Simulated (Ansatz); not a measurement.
Al:

```
CELL_PARAMETERS angstrom
0.00000 2.02481 2.02481
2.02481 0.00000 2.02481
2.02481 2.02481 0.00000
ATOMIC_POSITIONS crystal
Al 0.00000 0.00000 0.00000
```

| Property | Result |
| --- | --- |
| Program | Ansatz 0.2.0 |
| Task | relaxation of cell and atoms |
| Functional | BLYP |
| Potentials or basis | Ansatz PAW |
| Cutoff | 420 eV (not typed: the program's choice for these potentials) |
| k mesh | 11 × 11 × 11 |
| Occupations | fermi-dirac, width 0.05 eV |
| Spin | no spin polarisation |

At the start: volume 16.60 Å³/atom.

**Question.** How do energy, volume and symmetry change on relaxing?

**Answer.** It ends after 4 steps and the volume is 17.37 Å³/atom (+4.6 %); space group Fm-3m (No. 225, to 0.05 Å).

Step by step:
```
step  energy change (eV)  largest force (eV/Å)  volume (Å³)
   1              0.0000                0.0000        16.60
   2             -0.0066                0.0000        17.36
   3             -0.0065                0.0000        17.37
   4             -0.0070                0.0000        17.37
```

Final structure:
```
Al
1.0
     0.00000    2.05562    2.05562
     2.05562    0.00000    2.05562
     2.05562    2.05562    0.00000
Al
1
Direct
  0.00000 0.00000 0.00000
```

The cell as given is a measured one (16.60 Å³/atom); BLYP puts the equilibrium volume +4.6 % from it, thermal expansion not counted.

Caveat: the plane-wave basis is chosen anew once the cell has moved, so the energies of steps on either side of that aren't comparable; the PAW data sets come from PBE, with cores solved anew for the run's functional, which leaves a small shift of forces and pressure.
